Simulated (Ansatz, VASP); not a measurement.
# Cross-check of AgCl (Chlorargyrite) between VASP and Ansatz, part 2 of 2

Aim: how closely do two programs agree when they are given the same cell, functional and k mesh? The cell is taken from a series of VASP runs on this material, whose earlier steps may have relaxed, scaled or displaced it; both programs get it as it stands.

VASP 6.6.1 and Ansatz 0.2.0.

So far: Set-up; Ansatz: relaxation of cell and atoms, LDA, DFT+U; VASP: relaxation of cell and atoms, LDA, DFT+U.

### Step 3. VASP: relaxation of cell and atoms, LDA, DFT+U (continued)

Level of this step: LDA, DFT+U (Ag d 5 eV); plane waves and PAW (Ag, Cl) (VASP).

Numbers of over 12 decimals in the logs are rounded to 6 here.

OUTCAR, selected parts (step 3):

```text
ion  position               nearest neighbor table
   1  0.000  0.000  0.000-   2 2.66   2 2.66   2 2.66   2 2.66   2 2.66   2 2.66
   2  0.500  0.500  0.500-   1 2.66   1 2.66   1 2.66   1 2.66   1 2.66   1 2.66

  LATTYP: Found a face centered cubic cell.
 ALAT       =     5.3229686484

 Subroutine GETGRP returns: Found 48 space group operations
 (whereof 48 operations were pure point group operations)

The static configuration has the point symmetry O_h .

 Found     29 irreducible k-points:

   k-points           NKPTS =     29   k-points in BZ     NKDIM =     29   number of bands    NBANDS=     15

   dimension x,y,z NGX =    28 NGY =   28 NGZ =   28
   dimension x,y,z NGXF=    56 NGYF=   56 NGZF=   56

   ENCUT  =  450.0 eV  33.07 Ry    5.75 a.u.   6.51  6.51  6.51*2*pi/ulx,y,z

   NELECT =      18.0000    total number of electrons

 k-points in reciprocal lattice and weights: Automatic mesh
   0.00000000  0.00000000  0.00000000       0.002
   0.12500000  0.00000000  0.00000000       0.016
   0.25000000  0.00000000  0.00000000       0.016
   0.37500000  0.00000000  0.00000000       0.016
   0.50000000  0.00000000  0.00000000       0.008
   0.12500000  0.12500000  0.00000000       0.012
   0.25000000  0.12500000  0.00000000       0.047
   0.37500000  0.12500000  0.00000000       0.047
   0.50000000  0.12500000  0.00000000       0.047
[...]
-0.37500000  0.50000000  0.12500000       0.023
  -0.25000000  0.50000000  0.25000000       0.012

atom =   1  type =  1  l = 2

 onsite density matrix

spin component  1

  0.9510  0.0000  0.0000  0.0000 -0.0000
  0.0000  0.9510  0.0000  0.0000 -0.0000
  0.0000  0.0000  0.9739  0.0000  0.0000
  0.0000  0.0000  0.0000  0.9510 -0.0000
 -0.0000 -0.0000  0.0000 -0.0000  0.9739

spin component  2

 occupancies and eigenvectors

  o =  0.9510  v =  1.0000  0.0000  0.0000  0.0000  0.0000  0.0000  0.0000  0.0000  0.0000  0.0000      0.0000  0.0000  0.0000  0.0000  0.0000  0.0000  0.0000  0.0000  0.0000  0.0000
  o =  0.9510  v =  0.0000  0.0000  0.0000  0.0000  0.0000  1.0000  0.0000  0.0000  0.0000  0.0000      0.0000  0.0000  0.0000  0.0000  0.0000  0.0000  0.0000  0.0000  0.0000  0.0000
  o =  0.9510  v =  0.0000 -0.4556  0.0000  0.8902  0.0000  0.0000  0.0000  0.0000  0.0000  0.0000      0.0000  0.0000  0.0000  0.0000  0.0000  0.0000  0.0000  0.0000  0.0000  0.0000
  o =  0.9510  v =  0.0000  0.0000  0.0000  0.0000  0.0000  0.0000 -0.4556  0.0000  0.8902  0.0000      0.0000  0.0000  0.0000  0.0000  0.0000  0.0000  0.0000  0.0000  0.0000  0.0000
  o =  0.9510  v =  0.0000  0.0000  0.0000  0.0000  0.0000  0.0000  0.8902  0.0000  0.4556 -0.0000      0.0000  0.0000  0.0000  0.0000  0.0000  0.0000  0.0000  0.0000  0.0000  0.0000
  o =  0.9510  v =  0.0000  0.8902  0.0000  0.4556 -0.0000  0.0000  0.0000  0.0000  0.0000  0.0000      0.0000  0.0000  0.0000  0.0000  0.0000  0.0000  0.0000  0.0000  0.0000  0.0000
  o =  0.9739  v =  0.0000  0.0000  0.0000  0.0000  0.0000  0.0000 -0.0000  0.9963 -0.0000 -0.0861      0.0000  0.0000  0.0000  0.0000  0.0000  0.0000  0.0000  0.0000  0.0000  0.0000
  o =  0.9739  v =  0.0000 -0.0000  0.9963 -0.0000 -0.0861  0.0000  0.0000  0.0000  0.0000  0.0000      0.0000  0.0000  0.0000  0.0000  0.0000  0.0000  0.0000  0.0000  0.0000  0.0000
  o =  0.9739  v =  0.0000  0.0000  0.0861 -0.0000  0.9963  0.0000  0.0000  0.0000  0.0000  0.0000      0.0000  0.0000  0.0000  0.0000  0.0000  0.0000  0.0000  0.0000  0.0000  0.0000
  o =  0.9739  v =  0.0000  0.0000  0.0000  0.0000  0.0000  0.0000  0.0000  0.0861 -0.0000  0.9963      0.0000  0.0000  0.0000  0.0000  0.0000  0.0000  0.0000  0.0000  0.0000  0.0000

 average (electrostatic) potential at core
       1 -71.9434       2 -94.5260

 E-fermi :   4.4985

 k-point     1 :       0.0000    0.0000    0.0000
  band No.  band energies     occupation
    ...
      5       0.4540      2.00000
      6       0.4540      2.00000
      7       2.3667      2.00000
      8       2.3667      2.00000
      9       2.3667      2.00000
     10       5.9973      0.00000
     11      15.5372      0.00000
     12      15.5372      0.00000
     13      15.5372      0.00000
     14      17.0869      0.00000
    ...

 k-point     2 :       0.1250    0.0000    0.0000
  band No.  band energies     occupation
    ...
      5       0.5067      2.00000
      6       0.5067      2.00000
      7       1.9039      2.00000
      8       2.7558      2.00000
      9       2.7558      2.00000
     10       6.7903      0.00000
     11      14.2148      0.00000
     12      15.3385      0.00000
     13      15.3385      0.00000
     14      17.1313      0.00000
    ...

 k-point     3 :       0.2500    0.0000    0.0000
  band No.  band energies     occupation
    ...
      5       0.6559      2.00000
      6       0.6559      2.00000
      7       1.5431      2.00000
      8       3.4812      2.00000
      9       3.4812      2.00000
     10       8.1578      0.00000
     11      12.7434      0.00000
     12      14.1352      0.00000
     13      14.1352      0.00000
     14      17.1996      0.00000
    ...

 k-point     4 :       0.3750    0.0000    0.0000
  band No.  band energies     occupation
    ...
      5       0.8120      2.00000
      6       0.8120      2.00000
      7       1.5670      2.00000
      8       4.0985      2.00000
      9       4.0985      2.00000
     10       8.8805      0.00000
     11      12.2547      0.00000
     12      12.9636      0.00000
     13      12.9636      0.00000
     14      18.1545      0.00000
    ...

 k-point     5 :       0.5000    0.0000    0.0000
  band No.  band energies     occupation
    ...
      5       0.8786      2.00000
      6       0.8786      2.00000
      7       1.6184      2.00000
      8       4.3439      2.00000
      9       4.3439      2.00000
     10       8.9039      0.00000
     11      12.4002      0.00000
     12      12.5157      0.00000
     13      12.5157      0.00000
     14      18.6788      0.00000
    ...

 k-point     6 :       0.1250    0.1250    0.0000
  band No.  band energies     occupation
    ...
      5       0.4223      2.00000
      6       0.4223      2.00000
      7       2.3947      2.00000
      8       2.3947      2.00000
      9       2.5011      2.00000
     10       7.1023      0.00000
     11      14.3833      0.00000
     12      15.1062      0.00000
     13      15.2171      0.00000
     14      15.2171      0.00000
    ...

  Total        0.0043649      0.0043649      0.0043649      0.0000000     -0.0000000      0.0000000
  in kB        0.1854730      0.1854730      0.1854730      0.0000000     -0.0000000      0.0000000
  external PRESSURE =       0.1854730 kB  Pullay stress =       0.0000000 kB

  energy-cutoff  :      450.00
  volume of cell :       37.71
      direct lattice vectors                 reciprocal lattice vectors
     0.000000000  2.661484324  2.661484324    -0.187865093  0.187865093  0.187865093
     2.661484324  0.000000000  2.661484324     0.187865093 -0.187865093  0.187865093
     2.661484324  2.661484324  0.000000000     0.187865093  0.187865093 -0.187865093

 POSITION                                       TOTAL-FORCE (eV/Angst)
 -----------------------------------------------------------------------------------
      0.00000      0.00000      0.00000        -0.000000     -0.000000     -0.000000
      2.66148      2.66148      2.66148         0.000000      0.000000      0.000000
 -----------------------------------------------------------------------------------
    total drift:                                0.000000      0.000000      0.000000

  FREE ENERGIE OF THE ION-ELECTRON SYSTEM (eV)
  ---------------------------------------------------
  free  energy   TOTEN  =        -5.5897735094 eV

  energy  without entropy=       -5.5897735094  energy(sigma->0) =       -5.58977351

 reached required accuracy - stopping structural energy minimisation

 total charge
# of ion       s       p       d       tot
------------------------------------------
    1        0.230   0.188   9.561   9.979
    2        1.598   3.470   0.000   5.067
--------------------------------------------------
tot          1.828   3.658   9.561  15.046
```

The run keeps the 48 symmetry operations of its start, so it cannot find a distortion of lower symmetry.

### Step 4. Side by side

Known differences besides the potentials themselves: U acts on the PAW sphere in VASP and on atomic orbitals in Ansatz, so only states and trends compare; the two LDA forms differ slightly; both relaxations stop at a tolerance, which leaves soft axes loose, and VASP keeps its plane-wave basis; the data sets hold 26 valence electrons in Ansatz (default PAW (the set named soft_2) files) and 18 in VASP; the cutoff is 420 eV in Ansatz and 450 eV in VASP; VASP's log shows a relativistic correction to its local exchange, Ansatz's none; Ansatz adds a Pulay correction to the stress that steers its cell, VASP none. Total energies have different zeros and are not compared.

Both answers:

| quantity | Ansatz | VASP | difference |
| --- | --- | --- | --- |
| volume (Å³) | 39.11 | 37.71 | +3.72 % |
| edge a after relaxation, in the typed setting (Å) | 3.810 | 3.764 | +1.22 % |

The walks stopped with -0.01 GPa left in Ansatz and 0.02 GPa in VASP; each walk ends within a tolerance, so the volume difference is uncertain by about these residues over the bulk modulus, most in soft cells.

### Step 5. Outcome

```
difference in volume (relaxation of cell and atoms, LDA, DFT+U) : 3.7 %
```

The difference in volume is 3.7 % (relaxation of cell and atoms, LDA, DFT+U). How closely two codes agree says nothing of how well the functional describes the real material.

[Lines on the potential files, build, host, timing and source positions are cut from VASP's logs without a mark.]

[Logs are printed without paths, hosts, clocks, repeated set-up lines and the standing remarks that a program may print on its own settings, such as how far it seeks lower states.]

[Hosts, paths, dates, database ids (printed as entryN), source tags and the programs' standing remarks are cut or masked in the printed files.]
